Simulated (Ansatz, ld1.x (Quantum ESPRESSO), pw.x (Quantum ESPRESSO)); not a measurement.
# What a changed setting does to a pw.x run (fcc V)

Potential: PAW, ld1.x (Quantum ESPRESSO) 7.5, PBE; core [Ne], reference 3s2 3p6 3d3 4s1.75 4p0.25; waves: 3s (bound): rcut 1.25, rcutus 1.65 bohr; 4s (bound): rcut 1.25, rcutus 1.65 bohr; 3p (bound): rcut 1.45, rcutus 1.55 bohr; 4p (bound): rcut 1.45, rcutus 1.55 bohr; 3d (bound): rcut 1.95, rcutus 2.25 bohr; 3d channel at 2.05 Ry: rcut 1.95, rcutus 2.25 bohr; local part: all-electron potential smoothed inside 1.20 bohr (lloc = -2); core correction: Bessel-smoothed model core inside 1.50 bohr; augmentation: PSQ, radius 1.35 bohr.

The reference run (k-mesh 15³, cutoffs 75/600 Ry, Fermi–Dirac 0.01 Ry, mixing_beta 0.4, conv_thr 1e-9, no spin) gives -1.05 GPa at 13.969 Å³/atom, where all-electron LAPW gives -0.35 GPa. This run, with its own iteration cap, changes k-mesh points per axis to 20.

```
&control
  calculation='scf', prefix='x', pseudo_dir='./', outdir='./tmp', tstress=.true., disk_io='none'
/
&system
  ibrav=0, nat=1, ntyp=1, ecutwfc=75, ecutrho=600, nbnd=14,
  occupations='smearing', smearing='fd', degauss=0.01
/
&electrons
  conv_thr=1e-09, mixing_beta=0.4, electron_maxstep=60
/
ATOMIC_SPECIES
V 1.0 V.UPF
CELL_PARAMETERS angstrom
  0.00000000 1.91151821 1.91151821
  1.91151821 0.00000000 1.91151821
  1.91151821 1.91151821 0.00000000
ATOMIC_POSITIONS crystal
V 0.0000 0.0000 0.0000
K_POINTS automatic
20 20 20 0 0 0
```

```bash
pw.x < V.scf.in > V.scf.out
```

**Question.** How does the run end?

**Answer.** It converges in 10 iterations; the free energy moves by +0.0 meV/atom and the pressure by +0.00 GPa. The result is that of the reference run.

```
Message from routine setup:
     using ibrav=0 with symmetry is DISCOURAGED, use correct ibrav instead
     lattice parameter (alat)  =       5.1085  a.u.
     unit-cell volume          =      94.2675 (a.u.)^3
     number of electrons       =        13.00
     number of Kohn-Sham states=           14
     kinetic-energy cutoff     =      75.0000  Ry
     charge density cutoff     =     600.0000  Ry
     scf convergence threshold =      1.0E-09
     Exchange-correlation= SLA  PW   PBX  PBC
     number of k points=   256  Fermi-Dirac smearing, width (Ry)=  0.0100
     iteration #  1     ecut=    75.00 Ry     beta= 0.40
     total energy              =    -213.99347474 Ry
     estimated scf accuracy    <       0.10285191 Ry
     iteration #  2     ecut=    75.00 Ry     beta= 0.40
     total energy              =    -214.01905338 Ry
     estimated scf accuracy    <       0.00221807 Ry
     iteration #  3     ecut=    75.00 Ry     beta= 0.40
     total energy              =    -214.02040251 Ry
     estimated scf accuracy    <       0.00057721 Ry
     iteration #  4     ecut=    75.00 Ry     beta= 0.40
     total energy              =    -214.02047693 Ry
     estimated scf accuracy    <       0.00030130 Ry
     iteration #  5     ecut=    75.00 Ry     beta= 0.40
     total energy              =    -214.02054923 Ry
     estimated scf accuracy    <       0.00000015 Ry
     iteration #  6     ecut=    75.00 Ry     beta= 0.40
     c_bands:  1 eigenvalues not converged
     c_bands:  2 eigenvalues not converged
     c_bands:  1 eigenvalues not converged
     c_bands:  1 eigenvalues not converged
     total energy              =    -214.02055751 Ry
     estimated scf accuracy    <       0.00000027 Ry
     iteration #  7     ecut=    75.00 Ry     beta= 0.40
     total energy              =    -214.02055743 Ry
     estimated scf accuracy    <       0.00000020 Ry
     iteration #  8     ecut=    75.00 Ry     beta= 0.40
     total energy              =    -214.02055747 Ry
     estimated scf accuracy    <          2.7E-09 Ry
     iteration #  9     ecut=    75.00 Ry     beta= 0.40
     total energy              =    -214.02055747 Ry
     estimated scf accuracy    <          5.1E-09 Ry
     iteration # 10     ecut=    75.00 Ry     beta= 0.40
     the Fermi energy is    15.9724 ev
!    total energy              =    -214.02055747 Ry
     estimated scf accuracy    <          1.4E-10 Ry
     smearing contrib. (-TS)   =      -0.00796110 Ry
     The total energy is F=E-TS. E is the sum of the following terms:
     one-electron contribution =     -46.10074908 Ry
     hartree contribution      =      32.38223333 Ry
     xc contribution           =     -17.30470952 Ry
     ewald contribution        =    -107.25206868 Ry
     one-center paw contrib.   =     -75.73730242 Ry
     convergence has been achieved in  10 iterations
          total   stress  (Ry/bohr**3)                   (kbar)     P=      -10.52
     Message from routine punch:
     Nothing written, as per user request (disk_io='none')
```

The run took about 81 s on one core of a shared host (Neoverse-V1, 32 threads, 247 GiB, load 29).
